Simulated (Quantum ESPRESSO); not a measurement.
A run of Quantum ESPRESSO 7.5:

pw.in

```
&CONTROL
  calculation = 'scf'
  prefix = 'pwscf'
  outdir = './tmp'
  pseudo_dir = './pseudo'
  tprnfor = .true.
  tstress = .true.
  disk_io = 'low'
/
&SYSTEM
  ibrav = 0
  A = 3.82120505
  nat = 2
  ntyp = 2
  ecutwfc = 70
  nbnd = 20
  input_dft = 'XC-000I-012L-000I-000I-707L-000I'
  occupations = 'smearing'
  smearing = 'fd'
  degauss = 0.00367493
/
&ELECTRONS
  conv_thr = 1d-08
  electron_maxstep = 120
  mixing_beta = 0.5
/
ATOMIC_SPECIES
Zn    65.3800 Zn_ONCV_PBE-1.2.upf
S     32.0600 S_ONCV_PBE-1.2.upf
CELL_PARAMETERS alat
   0.0000000000    0.7071067804    0.7071067804
   0.7071067804    0.0000000000    0.7071067804
   0.7071067804    0.7071067804    0.0000000000
ATOMIC_POSITIONS alat
Zn     1.0606601705    1.0606601705    1.0606601705
S      0.0000000000    0.0000000000    0.0000000000
K_POINTS automatic
9 9 9 0 0 0
```

bands.in

```
&CONTROL
  calculation = 'bands'
  prefix = 'pwscf'
  outdir = './tmp'
  pseudo_dir = './pseudo'
  disk_io = 'low'
  verbosity = 'high'
/
&SYSTEM
  ibrav = 0
  A = 3.82120505
  nat = 2
  ntyp = 2
  ecutwfc = 70
  nbnd = 20
  input_dft = 'XC-000I-012L-000I-000I-707L-000I'
  occupations = 'smearing'
  smearing = 'fd'
  degauss = 0.00367493
/
&ELECTRONS
  conv_thr = 1d-08
  electron_maxstep = 120
  mixing_beta = 0.5
  diago_full_acc = .true.
/
ATOMIC_SPECIES
Zn    65.3800 Zn_ONCV_PBE-1.2.upf
S     32.0600 S_ONCV_PBE-1.2.upf
CELL_PARAMETERS alat
   0.0000000000    0.7071067804    0.7071067804
   0.7071067804    0.0000000000    0.7071067804
   0.7071067804    0.7071067804    0.0000000000
ATOMIC_POSITIONS alat
Zn     1.0606601705    1.0606601705    1.0606601705
S      0.0000000000    0.0000000000    0.0000000000
K_POINTS crystal
60
 0.0000000000  0.0000000000  0.0000000000 1
 0.0625000000  0.0000000000  0.0625000000 1
 0.1250000000  0.0000000000  0.1250000000 1
 0.1875000000  0.0000000000  0.1875000000 1
 0.2500000000  0.0000000000  0.2500000000 1
 0.3125000000  0.0000000000  0.3125000000 1
 0.3750000000  0.0000000000  0.3750000000 1
 0.4375000000  0.0000000000  0.4375000000 1
 0.5000000000  0.0000000000  0.5000000000 1
 0.5000000000  0.0625000000  0.5625000000 1
 0.5000000000  0.1250000000  0.6250000000 1
 0.5000000000  0.1875000000  0.6875000000 1
 0.5000000000  0.2500000000  0.7500000000 1
 0.4375000000  0.3125000000  0.7500000000 1
 0.3750000000  0.3750000000  0.7500000000 1
 0.3375000000  0.3375000000  0.6750000000 1
 0.3000000000  0.3000000000  0.6000000000 1
 0.2625000000  0.2625000000  0.5250000000 1
 0.2250000000  0.2250000000  0.4500000000 1
 0.1875000000  0.1875000000  0.3750000000 1
 0.1500000000  0.1500000000  0.3000000000 1
 0.1125000000  0.1125000000  0.2250000000 1
 0.0750000000  0.0750000000  0.1500000000 1
 0.0375000000  0.0375000000  0.0750000000 1
 0.0000000000  0.0000000000  0.0000000000 1
 0.0625000000  0.0625000000  0.0625000000 1
 0.1250000000  0.1250000000  0.1250000000 1
 0.1875000000  0.1875000000  0.1875000000 1
 0.2500000000  0.2500000000  0.2500000000 1
 0.3125000000  0.3125000000  0.3125000000 1
 0.3750000000  0.3750000000  0.3750000000 1
 0.4375000000  0.4375000000  0.4375000000 1
 0.5000000000  0.5000000000  0.5000000000 1
 0.5250000000  0.4500000000  0.5250000000 1
 0.5500000000  0.4000000000  0.5500000000 1
 0.5750000000  0.3500000000  0.5750000000 1
 0.6000000000  0.3000000000  0.6000000000 1
 0.6250000000  0.2500000000  0.6250000000 1
 0.5833333333  0.2500000000  0.6666666667 1
 0.5416666667  0.2500000000  0.7083333333 1
 0.5000000000  0.2500000000  0.7500000000 1
 0.5000000000  0.2857142857  0.7142857143 1
 0.5000000000  0.3214285714  0.6785714286 1
 0.5000000000  0.3571428571  0.6428571429 1
 0.5000000000  0.3928571429  0.6071428571 1
 0.5000000000  0.4285714286  0.5714285714 1
 0.5000000000  0.4642857143  0.5357142857 1
 0.5000000000  0.5000000000  0.5000000000 1
 0.4821428571  0.4821428571  0.5357142857 1
 0.4642857143  0.4642857143  0.5714285714 1
 0.4464285714  0.4464285714  0.6071428571 1
 0.4285714286  0.4285714286  0.6428571429 1
 0.4107142857  0.4107142857  0.6785714286 1
 0.3928571429  0.3928571429  0.7142857143 1
 0.3750000000  0.3750000000  0.7500000000 1
 0.6250000000  0.2500000000  0.6250000000 1
 0.5937500000  0.1875000000  0.5937500000 1
 0.5625000000  0.1250000000  0.5625000000 1
 0.5312500000  0.0625000000  0.5312500000 1
 0.5000000000  0.0000000000  0.5000000000 1
```

Potentials or basis: SG15 PBE 1.2.

The run is started by

```sh
$ OMP_NUM_THREADS=1 pw.x -in pw.in > pw.out
$ OMP_NUM_THREADS=1 pw.x -in bands.in > bands.out
```

Hardware: 1 thread of Arm Neoverse V2, with other jobs on the host.

Task: How long does it take, and how much memory?

Result: Wall time 5 min on 1 thread of Arm Neoverse V2, on a shared host, peak memory 0.09 GiB. Counts: scf iterations 26, k pools 1, bands 20, k points 35, g dense 20995.
